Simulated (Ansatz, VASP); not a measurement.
One calculation of Au, two programs

File INCAR:

```
SYSTEM = Au
  ALGO = Normal
  EDIFF = 1E-6
  ENCUT = 520
  GGA = PE
  ISIF = 2
  ISMEAR = -1
  LASPH = .TRUE.
  LCHARG = .FALSE.
  LREAL = .FALSE.
  LWAVE = .FALSE.
  NBANDS = 12
  NELM = 100
  PREC = Accurate
  SIGMA = 0.05
```

Contents of KPOINTS:

```
k-points
0
G
  10 10 10
  0 0 0
```

File POSCAR:

```
Au
1.0
    2.7666119212      0.0000000000      0.0000000000
    0.0000000000      2.7666119212      0.0000000000
    0.0000000000      0.0000000000      2.7666119212
Au
1
Direct
    0.5000000000      0.5000000000      0.5000000000
```

Contents of input.yaml:

```yaml
crystal:
  lattice:
    - [2.7666119212, 0.0, 0.0]
    - [0.0, 2.7666119212, 0.0]
    - [0.0, 0.0, 2.7666119212]
  atoms:
    - { symbol: Au, position: [0.5, 0.5, 0.5] }
hamiltonian:
  xc: pbe
  pseudopotentials: { kind: paw, azcp: { folder: soft_1 } }
kpoints:
  mp_grid: { grid: [10, 10, 10] }
scf:
  occupations: { method: fermi_dirac, width: 0.05 }
output:
  forces: true
  stress: true
  eigenvalues: true
```

The cell was built by a generator and needn't be a form met in nature.

Alike in both runs: task single point; functional PBE; k mesh 10 × 10 × 10; occupations fermi-dirac, width 0.05 eV; no spin polarisation.

|  | VASP | Ansatz |
| --- | --- | --- |
| version | VASP 6.6.1 | Ansatz 0.2.0 |
| potentials or method | VASP PAW PBE potentials, release 64 (Au) | Ansatz PAW soft_1 |
| plane-wave cutoff (eV) | 520 | 420 |
| valence electrons in the cell | 11 | 19 |

VASP gave:

```
gap on the k mesh at the Fermi level (eV) : none
pressure (GPa)                            : -1.9
```

Problem. Estimate Ansatz's values.

Solution. gap on the k mesh at the Fermi level (eV): none; pressure (GPa): -1.8.

A gap of «none» marks a metal or a gap that the smearing closes. The functional is the same, so the differences come from potentials, cutoffs and numerics. The two sets of potentials don't hold the same shells in valence.

The runs have no spin-orbit coupling, so splittings on Au are missing.
